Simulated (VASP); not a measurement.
Crystal: MoP.

```
CELL_PARAMETERS angstrom
3.22300 0.00000 0.00000
-1.61150 2.79120 0.00000
0.00000 0.00000 3.19100
ATOMIC_POSITIONS crystal
Mo 0.00000 0.00000 0.00000
P 0.33333 0.66667 0.50000
```

| Quantity | Value |
| --- | --- |
| Program | VASP 6.6.1 |
| Task | relaxation of cell and atoms |
| Functional | LDA |
| Potentials or basis | VASP PAW LDA potentials, release 64 (Mo_sv, P) |
| Cutoff | 520 eV |
| k mesh | 15 × 15 × 14 |
| Occupations | gaussian, width 0.1 eV |
| Spin | no spin polarisation |

At the start: pressure -6.7 GPa; volume 14.35 Å³/atom.

**Question.** Where does the relaxation end?

**Answer.** Over 9 steps the energy falls by 8.5 meV/atom and the volume is 13.95 Å³/atom (-2.8 %); space group P-6m2 (No. 187, to 0.05 Å).

The path:
| step | energy change (eV) | largest force (eV/Å) | pressure (GPa) | volume (Å³) |
| --- | --- | --- | --- | --- |
| 1 | 0.0000 | 0.0000 | -6.65 | 28.71 |
| 2 | 0.0679 | 0.0000 | 17.28 | 26.30 |
| 3 | -0.0170 | 0.0000 | -0.18 | 27.94 |
| 4 | -0.0170 | 0.0000 | -0.06 | 27.92 |
| 5 | -0.0170 | 0.0000 | 0.08 | 27.91 |
| 6 | -0.0171 | 0.0000 | -0.20 | 27.93 |
| 7 | -0.0171 | 0.0000 | -0.12 | 27.93 |
| 8 | -0.0171 | 0.0000 | 0.10 | 27.90 |
| 9 | -0.0171 | 0.0000 | 0.01 | 27.91 |

Final structure:
```
Mo P
1.0
     3.19398    0.00000    0.00000
    -1.59699    2.76607    0.00000
     0.00000    0.00000    3.15905
Mo P
1 1
Direct
  0.00000 0.00000 0.00000
  0.33333 0.66667 0.50000
```
